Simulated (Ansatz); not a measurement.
GaSb under changes of volume

One of the cells (28.625 Å³/atom); the others are scaled copies at fixed shape and fractional positions:

```
Sb Ga
1.0
     0.00000    3.05900    3.05900
     3.05900    0.00000    3.05900
     3.05900    3.05900    0.00000
Sb Ga
1 1
Direct
  0.75000 0.75000 0.75000
  0.00000 0.00000 0.00000
```

| Item | Value |
| --- | --- |
| Program | Ansatz 0.2.0 |
| Functional | PBEsol |
| Dispersion | D3(BJ) |
| Potentials or basis | Ansatz PAW |
| Cutoff | 420 eV (not typed: the program's choice for these potentials) |
| k mesh | 8 × 8 × 8 |
| Occupations | fermi-dirac, width 0.05 eV |
| Spin | no spin polarisation |

| volume (Å³/atom) | energy over the lowest point (meV/atom) | pressure (GPa) | gap on the mesh (eV) |
| --- | --- | --- | --- |
| 26.907 | 2.78 | 1.4 | 0.43 |
| 27.480 | 0.00 | 0.2 | 0.27 |
| 28.052 | ? | ? | ? |
| 28.625 | 6.74 | -1.9 | none |
| 29.197 | 15.25 | -2.8 | none |
| 29.770 | 26.78 | -3.6 | none |
| 30.342 | 40.99 | -4.3 | none |

Task: What does the run at 28.052 Å³/atom give?

Result: Energy over the lowest point 1.51 meV/atom; pressure -1.0 GPa; gap on the mesh 0.12 eV.

Worked out: A Birch-Murnaghan fit of order 3 (a polynomial in V^(-2/3)) to the other rows has its minimum at 27.56 Å³/atom with B0 = V·E''(V) = 56 GPa and B' = 4.6. It gives 1.49 meV/atom at 28.052 Å³/atom, against the run's 1.51, and -dE/dV = -1.0 GPa, against -1.0.

Energies are extrapolated to zero smearing.

Caveats: the PAW data sets come from PBE, with cores solved anew for the run's functional, which leaves a small shift of forces and pressure; pairwise dispersion overbinds metals, which lowers pressure and volume (some runs); spin-orbit coupling is left out, which moves the levels of the heavy elements (some runs).

A mesh can miss the band edges.

A gap of «none» marks a metal or a gap under the smearing width.
